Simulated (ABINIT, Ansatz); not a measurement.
This is a calculation of SnSe2 for ABINIT 10.8.3 (patched build). Atoms were shifted at random by some hundredths of an Å from the given cell, which wasn't relaxed again for these runs. 

Contents of run.abi:

```
pp_dirpath "./"
pseudos "Sn.GGA_PBE-JTH.xml, Se.GGA_PBE-JTH.xml"

acell 3.811 3.811 6.136 Angstrom
rprim
     1.0000000000     0.0000000000     0.0000000000
    -0.5000000000     0.8660254038     0.0000000000
     0.0000000000     0.0000000000     1.0000000000
ntypat 2
znucl 50 34
natom 3
typat 1 2 2
xred
    -0.0030730000    -0.0040420000    -0.0018790000
     0.6689860000     0.3423530000     0.7494690000
     0.3331800000     0.6684560000     0.2531690000
chkprim 0
chksymtnons 0
tolsym 1.0e-6

ecut 22.0
pawecutdg 44.0

kptopt 1
ngkpt 8 8 5
nshiftk 1
shiftk 0.0 0.0 0.0

ixc 11

nband 17
occopt 3
tsmear 0.05 eV

nstep 100
tolvrs 1.0e-9

iomode 3
prtwf 0
prtden 0
prteig 0
prtebands 0
```

Potentials or basis: JTH PAW PBE v2.0.

The run is started by

```bash
$ abinit run.abi > log 2>&1
```

Task: Translate it to Ansatz 0.2.0. Potentials or basis there: Ansatz PAW (earlier soft set), cutoff 420 eV.

Result: As run (cutoffs and basis follow the program's own potentials, and thresholds, step limits or extra output files can differ):

The input input.yaml:

```yaml
crystal:
  lattice:
    - [3.811, 0.0, 0.0]
    - [-1.9055, 3.3004228138, 0.0]
    - [0.0, 0.0, 6.136]
  atoms:
    - { symbol: Sn, position: [-0.003073, -0.004042, -0.001879] }
    - { symbol: Se, position: [0.668986, 0.342353, 0.749469] }
    - { symbol: Se, position: [0.33318, 0.668456, 0.253169] }
hamiltonian:
  xc: pbe
  pseudopotentials: { kind: paw, azcp: { folder: soft_1 } }
kpoints:
  mp_grid: { grid: [8, 8, 5] }
scf:
  occupations: { method: fermi_dirac, width: 0.05 }
output:
  forces: true
  stress: true
  eigenvalues: true
```

Potentials or basis: Ansatz PAW soft_1.

Run with:

```console
$ ansatz run input.yaml --threads 1 --pin off --max-ram 3584MiB --backend cpu --events-out ev --progress --plain --runs-dir out
```

Both were run:

|  | ABINIT | Ansatz |
| --- | --- | --- |
| Pressure | 4.9 GPa | 4.9 GPa |
| Largest force | 0.789 eV/Å | 0.789 eV/Å |
| Energy over the undisturbed cell | -5.6 meV/atom | -5.7 meV/atom |

Ansatz's pressure holds a Pulay term of +0.01 GPa for its cutoff of 420 eV, which the other run lacks.

The potentials hold 26 and 46 valence electrons a cell.

Where Ansatz's input types no cutoff or centring, it takes its own default and a Γ-centred mesh.

The undisturbed cell isn't at this level's minimum, so the move can lower the energy.

Pressure is positive in compression.
